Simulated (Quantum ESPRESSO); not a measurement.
# NaI (Fm-3m) in Quantum ESPRESSO: notebook

The runs below take NaI through single point, equation of state, with LDA.

Program: Quantum ESPRESSO 7.5. These are calculated values, not measurements. Logs are shortened: lines on timing, memory, paths and dates and some standing lists are left out, and cuts for length are marked.

## Step 1: The structure

Symmetry: Fm-3m, No. 225, cubic system. Conventional cell: a = 6.473 Å, b = 6.473 Å, c = 6.473 Å, α = 90.00°, β = 90.00°, γ = 90.00°. Around I (site symmetry m-3m) lie 6 Na at 3.24 Å. Na (site symmetry m-3m) is surrounded by 6 I at 3.24 Å.

## Step 2: Single point, LDA, 31.87 Å³/atom

pw.in reads:

```
&CONTROL
  calculation = 'scf'
  prefix = 'pwscf'
  outdir = './tmp'
  pseudo_dir = './pseudo'
  tstress = .true.
  disk_io = 'nowf'
/
&SYSTEM
  ibrav = 0
  nat = 2
  ntyp = 2
  ecutwfc = 45
  ecutrho = 360
  nbnd = 14
  occupations = 'smearing'
  smearing = 'fd'
  degauss = 0.00367493
/
&ELECTRONS
  conv_thr = 4d-10
  electron_maxstep = 120
  mixing_beta = 0.5
/
ATOMIC_SPECIES
I    126.9045 i_lda_v1.uspp.F.UPF
Na    22.9898 na_lda_v1.5.uspp.F.UPF
CELL_PARAMETERS angstrom
   0.0000000000    3.1703324822    3.1703324822
   3.1703324822    0.0000000000    3.1703324822
   3.1703324822    3.1703324822    0.0000000000
ATOMIC_POSITIONS crystal
I      0.5000000000    0.5000000000    0.5000000000
Na     0.0000000000    0.0000000000    0.0000000000
K_POINTS automatic
7 7 7 0 0 0
```

Potentials or basis: GBRV 1.5 LDA.

Launch:

```bash
> OMP_NUM_THREADS=1 mpirun -n 2 pw.x -nk 2 -in pw.in > pw.out
```

pw.out:

```text
This program is part of the open-source Quantum ESPRESSO suite
     for quantum simulation of materials; please cite
[... 13 lines left out ...]
     --------------------
     sticks:   dense  smooth     PW     G-vecs:    dense   smooth      PW
     Sum        1789     889    265                49757    17477    2891

     Using Slab Decomposition

     bravais-lattice index     =            0
     lattice parameter (alat)  =       8.4726  a.u.
     unit-cell volume          =     430.0719 (a.u.)^3
     number of atoms/cell      =            2
     number of atomic types    =            2
     number of electrons       =        16.00
     number of Kohn-Sham states=           14
     kinetic-energy cutoff     =      45.0000  Ry
     charge density cutoff     =     360.0000  Ry
     scf convergence threshold =      4.0E-10
     mixing beta               =       0.5000
     number of iterations used =            8  plain     mixing
     Exchange-correlation=  SLA  PZ   NOGX NOGC
                           (   1   1   0   0   0   0   0)

     celldm(1)=   8.472638  celldm(2)=   0.000000  celldm(3)=   0.000000
     celldm(4)=   0.000000  celldm(5)=   0.000000  celldm(6)=   0.000000

     crystal axes: (cart. coord. in units of alat)
               a(1) = (   0.000000   0.707107   0.707107 )
               a(2) = (   0.707107   0.000000   0.707107 )
               a(3) = (   0.707107   0.707107   0.000000 )

     reciprocal axes: (cart. coord. in units 2 pi/alat)
               b(1) = ( -0.707107  0.707107  0.707107 )
               b(2) = (  0.707107 -0.707107  0.707107 )
               b(3) = (  0.707107  0.707107 -0.707107 )

     PseudoPot. # 1 for I  read from file:
     i_lda_v1.uspp.F.UPF
     Pseudo is Ultrasoft + core correction, Zval =  7.0
     Generated by new atomic code, or converted to UPF format
     Using radial grid of  893 points,  6 beta functions with:
                l(1) =   0
                l(2) =   0
                l(3) =   1
                l(4) =   1
                l(5) =   2
                l(6) =   2
     Q(r) pseudized with  8 coefficients,  rinner =    1.500   1.500   1.500
                                                       1.500   1.500

     PseudoPot. # 2 for Na read from file:
     na_lda_v1.5.uspp.F.UPF
     Pseudo is Ultrasoft, Zval =  9.0
     Generated by new atomic code, or converted to UPF format
     Using radial grid of  819 points,  5 beta functions with:
                l(1) =   0
                l(2) =   0
                l(3) =   1
                l(4) =   1
                l(5) =   2
     Q(r) pseudized with  8 coefficients,  rinner =    1.250   1.250   1.250
                                                       1.250   1.250

     atomic species   valence    mass     pseudopotential
     I                 7.00   126.90450     I ( 1.00)
     Na                9.00    22.98980     Na( 1.00)

     48 Sym. Ops., with inversion, found

   Cartesian axes

     site n.     atom                  positions (alat units)
         1        I      tau(   1) = (   0.7071068   0.7071068   0.7071068  )
         2        Na     tau(   2) = (   0.0000000   0.0000000   0.0000000  )

     number of k points=    20  Fermi-Dirac smearing, width (Ry)=  0.0037
                       cart. coord. in units 2pi/alat
        k(    1) = (   0.0000000   0.0000000   0.0000000), wk =   0.0058309
        k(    2) = (   0.1010153   0.1010153  -0.1010153), wk =   0.0466472
        k(    3) = (   0.2020305   0.2020305  -0.2020305), wk =   0.0466472
        k(    4) = (   0.3030458   0.3030458  -0.3030458), wk =   0.0466472
        k(    5) = (   0.2020305  -0.0000000   0.0000000), wk =   0.0349854
        k(    6) = (   0.3030458   0.1010153  -0.1010153), wk =   0.1399417
[... 12 lines left out ...]
        k(   19) = (  -0.1010153  -0.5050763   0.7071068), wk =   0.1399417
        k(   20) = (  -0.0000000  -0.4040610   0.6060915), wk =   0.1399417

     Dense  grid:    49757 G-vectors     FFT dimensions: (  54,  54,  54)

     Smooth grid:    17477 G-vectors     FFT dimensions: (  40,  40,  40)

     Check: negative core charge=   -0.000001

     Initial potential from superposition of free atoms

     starting charge      15.9944, renormalised to      16.0000
     Starting wfcs are    9 randomized atomic wfcs +    5 random wfcs

     Self-consistent Calculation

     iteration #  1     ecut=    45.00 Ry     beta= 0.50
     Davidson diagonalization with overlap
     ethr =  1.00E-02,  avg # of iterations =  7.5

     Threshold (ethr) on eigenvalues was too large:
     Diagonalizing with lowered threshold

     Davidson diagonalization with overlap
     ethr =  9.58E-05,  avg # of iterations =  4.7

     total energy              =    -160.00800850 Ry
     estimated scf accuracy    <       0.01474706 Ry
[... 36 lines left out ...]
     iteration #  7     ecut=    45.00 Ry     beta= 0.50
     Davidson diagonalization with overlap
     ethr =  4.40E-10,  avg # of iterations =  2.0

     End of self-consistent calculation

          k = 0.0000 0.0000 0.0000 (  2133 PWs)   bands (ev):

   -47.8627 -20.3641 -20.3641 -20.3641  -9.3205   1.9752   1.9752   1.9752
     5.4711   9.8019   9.8019   9.8019  11.8105  11.8105

          k = 0.1010 0.1010-0.1010 (  2181 PWs)   bands (ev):
[... 11 lines left out ...]
   -47.8626 -20.3715 -20.3645 -20.3645  -8.9644  -0.4107   1.6619   1.6619
     6.8706   9.3797   9.3797  10.7671  12.0641  13.5629

          k = 0.2020-0.0000 0.0000 (  2177 PWs)   bands (ev):

   -47.8627 -20.3654 -20.3646 -20.3646  -9.2338   1.3015   1.7867   1.7867
     6.4283   8.9096  10.2395  10.3163  10.3163  12.0586

          k = 0.3030 0.1010-0.1010 (  2178 PWs)   bands (ev):
[... 21 lines left out ...]
   -47.8626 -20.3671 -20.3651 -20.3641  -9.1595   0.7492   1.5620   1.8784
     6.9781   8.9971   9.7935  10.3366  10.3705  12.1778

          k = 0.4041-0.0000 0.0000 (  2185 PWs)   bands (ev):

   -47.8626 -20.3679 -20.3656 -20.3656  -9.0371   0.3728   1.4167   1.4167
     7.1475   7.8712   9.7242  11.5687  11.5687  12.7611

          k = 0.5051 0.1010-0.1010 (  2185 PWs)   bands (ev):
[... 6 lines left out ...]
   -47.8625 -20.3697 -20.3673 -20.3655  -8.8720  -0.0242   0.6166   1.3548
     7.2519   8.7944  10.1631  10.7627  12.3359  13.6806

          k = 0.0000-0.4041 0.4041 (  2181 PWs)   bands (ev):

   -47.8625 -20.3695 -20.3674 -20.3648  -8.9093   0.0412   0.6130   1.5347
     7.8124   9.0623   9.6074  10.2757  12.0586  12.8019

          k = 0.6061-0.0000 0.0000 (  2192 PWs)   bands (ev):

   -47.8625 -20.3697 -20.3664 -20.3664  -8.8778  -0.1278   1.1594   1.1594
     6.4092   7.3187  11.5277  13.0236  13.0236  13.6474

          k =-0.0000-0.6061 0.6061 (  2197 PWs)   bands (ev):

   -47.8625 -20.3696 -20.3672 -20.3663  -8.8515  -0.0920   0.8289   1.1792
     6.6023   7.7042  11.4653  12.1153  12.7027  14.7055

          k = 0.4041 0.2020 0.0000 (  2189 PWs)   bands (ev):

   -47.8626 -20.3689 -20.3661 -20.3649  -8.9948   0.1728   1.1323   1.5361
     7.8128   8.5099   8.8689  10.8507  11.5889  14.0568

          k =-0.2020-0.4041 0.6061 (  2198 PWs)   bands (ev):
[... 11 lines left out ...]
   -47.8625 -20.3684 -20.3684 -20.3662  -8.8514   0.2727   0.3400   1.1015
     7.5923   8.9267   9.8924  10.2434  13.0325  13.7073

     the Fermi energy is     3.2864 ev

!    total energy              =    -160.01010097 Ry
     estimated scf accuracy    <          3.5E-10 Ry
     smearing contrib. (-TS)   =      -0.00000000 Ry
     internal energy E=F+TS    =    -160.01010097 Ry

     The total energy is F=E-TS. E is the sum of the following terms:
     one-electron contribution =     -83.46787472 Ry
     hartree contribution      =      46.12648585 Ry
     xc contribution           =     -61.46598678 Ry
     ewald contribution        =     -61.20272531 Ry

     convergence has been achieved in   7 iterations

     Computing stress (Cartesian axis) and pressure

          total   stress  (Ry/bohr**3)                   (kbar)     P=       -7.20
  -0.00004892  -0.00000000  -0.00000000           -7.20       -0.00       -0.00
  -0.00000000  -0.00004892  -0.00000000           -0.00       -7.20       -0.00
  -0.00000000  -0.00000000  -0.00004892           -0.00       -0.00       -7.20

=------------------------------------------------------------------------------=
   JOB DONE.
=------------------------------------------------------------------------------=
```

It took 6.6 s on 2 MPI ranks of Intel Xeon 6975P-C (Granite Rapids), shared host; peak memory 0.3 GiB.

What came out:

```yaml
Free_energy: -2177.0483 eV
Pressure: -0.7 GPa
Band_gap_on_the_k_mesh: 3.50 eV, direct
```

Caveat: spin-orbit coupling is left out, which moves the levels of the heavy elements.

## Step 3: Single point, LDA, 32.54 Å³/atom

Changes to pw.in since step 2:

```diff
@@ -28,5 +28,5 @@
 CELL_PARAMETERS angstrom
-   0.0000000000    3.1703324822    3.1703324822
-   3.1703324822    0.0000000000    3.1703324822
-   3.1703324822    3.1703324822    0.0000000000
+   0.0000000000    3.1926595029    3.1926595029
+   3.1926595029    0.0000000000    3.1926595029
+   3.1926595029    3.1926595029    0.0000000000
 ATOMIC_POSITIONS crystal
```

Potentials or basis: GBRV 1.5 LDA.

Launch:

```bash
> OMP_NUM_THREADS=1 mpirun -n 2 pw.x -nk 2 -in pw.in > pw.out
```

Run time: 6.9 s. Hardware: 2 MPI ranks of Intel Xeon 6975P-C (Granite Rapids), shared host; peak memory 0.3 GiB.

The run converged. Its results:

| Quantity | Value |
| --- | --- |
| Free energy | -2177.0411 eV |
| Pressure | -1.1 GPa |
| Band gap on the k mesh | 3.44 eV, direct |

Caveat: spin-orbit coupling is left out, which moves the levels of the heavy elements.

## Step 4: Single point, LDA, 33.22 Å³/atom

Changes to pw.in since step 3:

```diff
@@ -28,5 +28,5 @@
 CELL_PARAMETERS angstrom
-   0.0000000000    3.1926595029    3.1926595029
-   3.1926595029    0.0000000000    3.1926595029
-   3.1926595029    3.1926595029    0.0000000000
+   0.0000000000    3.2146785402    3.2146785402
+   3.2146785402    0.0000000000    3.2146785402
+   3.2146785402    3.2146785402    0.0000000000
 ATOMIC_POSITIONS crystal
```

Launch:

```bash
> OMP_NUM_THREADS=1 mpirun -n 2 pw.x -nk 2 -in pw.in > pw.out
```

Run time: 6.9 s. Hardware: 2 MPI ranks of Intel Xeon 6975P-C (Granite Rapids), shared host; peak memory 0.3 GiB.

It converged, with:

```yaml
Free_energy: -2177.0311 eV
Pressure: -1.4 GPa
Band_gap_on_the_k_mesh: 3.38 eV, direct
```

Caveat: spin-orbit coupling is left out, which moves the levels of the heavy elements.

## Step 5: Single point, LDA, 33.90 Å³/atom

Changes to pw.in since step 4:

```diff
@@ -28,5 +28,5 @@
 CELL_PARAMETERS angstrom
-   0.0000000000    3.2146785402    3.2146785402
-   3.2146785402    0.0000000000    3.2146785402
-   3.2146785402    3.2146785402    0.0000000000
+   0.0000000000    3.2364000000    3.2364000000
+   3.2364000000    0.0000000000    3.2364000000
+   3.2364000000    3.2364000000    0.0000000000
 ATOMIC_POSITIONS crystal
```

Launch:

```bash
> OMP_NUM_THREADS=1 mpirun -n 2 pw.x -nk 2 -in pw.in > pw.out
```

Wall time 7.1 s (2 MPI ranks of Intel Xeon 6975P-C (Granite Rapids), shared host); peak memory 0.3 GiB.

The run converged. Its results:

* Free energy: -2177.0186 eV
* Pressure: -1.6 GPa
* Band gap on the k mesh: 3.33 eV, direct

Caveat: spin-orbit coupling is left out, which moves the levels of the heavy elements.

## Step 6: Single point, LDA, 34.58 Å³/atom

Changes to pw.in since step 5:

```diff
@@ -28,5 +28,5 @@
 CELL_PARAMETERS angstrom
-   0.0000000000    3.2364000000    3.2364000000
-   3.2364000000    0.0000000000    3.2364000000
-   3.2364000000    3.2364000000    0.0000000000
+   0.0000000000    3.2578337372    3.2578337372
+   3.2578337372    0.0000000000    3.2578337372
+   3.2578337372    3.2578337372    0.0000000000
 ATOMIC_POSITIONS crystal
```

Potentials or basis: GBRV 1.5 LDA.

Launch:

```bash
> OMP_NUM_THREADS=1 mpirun -n 2 pw.x -nk 2 -in pw.in > pw.out
```

Wall time 7.1 s (2 MPI ranks of Intel Xeon 6975P-C (Granite Rapids), shared host); peak memory 0.32 GiB.

The run converged. Its results:

* Free energy: -2177.0040 eV
* Pressure: -1.9 GPa
* Band gap on the k mesh: 3.28 eV, direct

Caveat: spin-orbit coupling is left out, which moves the levels of the heavy elements.

## Step 7: Single point, LDA, 35.25 Å³/atom

Changes to pw.in since step 6:

```diff
@@ -28,5 +28,5 @@
 CELL_PARAMETERS angstrom
-   0.0000000000    3.2578337372    3.2578337372
-   3.2578337372    0.0000000000    3.2578337372
-   3.2578337372    3.2578337372    0.0000000000
+   0.0000000000    3.2789890945    3.2789890945
+   3.2789890945    0.0000000000    3.2789890945
+   3.2789890945    3.2789890945    0.0000000000
 ATOMIC_POSITIONS crystal
```

Launch:

```bash
> OMP_NUM_THREADS=1 mpirun -n 2 pw.x -nk 2 -in pw.in > pw.out
```

Run time: 7.3 s. Hardware: 2 MPI ranks of Intel Xeon 6975P-C (Granite Rapids), shared host; peak memory 0.32 GiB.

The run converged. Its results:

```
Free energy            : -2176.9875 eV
Pressure               : -2.1 GPa
Band gap on the k mesh : 3.23 eV, direct
```

Caveat: spin-orbit coupling is left out, which moves the levels of the heavy elements.

## Step 8: Single point, LDA, 35.93 Å³/atom

Changes to pw.in since step 7:

```diff
@@ -28,5 +28,5 @@
 CELL_PARAMETERS angstrom
-   0.0000000000    3.2789890945    3.2789890945
-   3.2789890945    0.0000000000    3.2789890945
-   3.2789890945    3.2789890945    0.0000000000
+   0.0000000000    3.2998749385    3.2998749385
+   3.2998749385    0.0000000000    3.2998749385
+   3.2998749385    3.2998749385    0.0000000000
 ATOMIC_POSITIONS crystal
```

Launch:

```bash
> OMP_NUM_THREADS=1 mpirun -n 2 pw.x -nk 2 -in pw.in > pw.out
```

It took 7.4 s on 2 MPI ranks of Intel Xeon 6975P-C (Granite Rapids), shared host; peak memory 0.32 GiB.

Results (log left out):

| Item | Value |
| --- | --- |
| Free energy | -2176.9694 eV |
| Pressure | -2.3 GPa |
| Band gap on the k mesh | 3.19 eV, direct |

Caveat: spin-orbit coupling is left out, which moves the levels of the heavy elements.

## Step 9: Equation of state, LDA

Potentials or basis: GBRV 1.5 LDA.

No new run: the results of the series are fitted here.

What came out:

| Quantity | Value |
| --- | --- |
| Equilibrium volume | 30.78 Å³/atom (rough: see the caveat) |
| Bulk modulus | 21 GPa (rough) |

Energy against volume, from the lowest point:
```csv
volume (Å³/atom),energy (meV/atom)
31.865,0.00
32.543,3.62
33.221,8.62
33.899,14.89
34.577,22.19
35.255,30.41
35.933,39.47
```

Caveat: the minimum lies outside the volumes run. Spin-orbit coupling is left out, which matters for the levels of I.
